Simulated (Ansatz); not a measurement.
## Ag: enthalpy against pressure

Ag, Fm-3m, a = 4.104 Å. Ansatz: r2SCAN, PAW, 500 eV, Γ-centred 18×18×18 mesh on 1 atom, Gaussian smearing 0.10 eV; no spin polarisation. Cell and atoms are relaxed at each pressure, and no other structure is tried, so the rows at high pressure may lie past a change of phase. y is the enthalpy over the state at zero pressure; there V0 = 17.285 Å³/atom. The pressures are the targets, met within 0.04 GPa.

| P (GPa) | y (eV/atom) |
| --- | --- |
| -2.0 | -0.2178 |
| 0.0 | 0.0000 |
| 2.0 | 0.2137 |
| 5.0 | ? |
| 10.0 | 1.0351 |
| 20.0 | 2.0056 |
| 40.0 | 3.8191 |

Question: Fit y = c1 P + c2 P² + c3 P³ to the other rows, say what c1 and c2 mean, and predict the missing value.

Answer: Least squares on the rows shown. y = 0.10753 P − 0.00042514 P² + 3.0969×10⁻⁶ P³. Since dH/dP = V, c1 is V0: 0.10753 eV/GPa × 160.2 = 17.226 Å³ against 17.285; c2 = −V0/(2B0) gives B0 = 126 GPa, where a Birch–Murnaghan fit to the volumes of the same runs (not shown) gives 104 GPa: a cubic over this range folds the higher terms into c2. At P = 5.0 the fit asked for gives 0.5274 eV/atom. The run gave 0.5274 eV/atom, the same to the digits shown.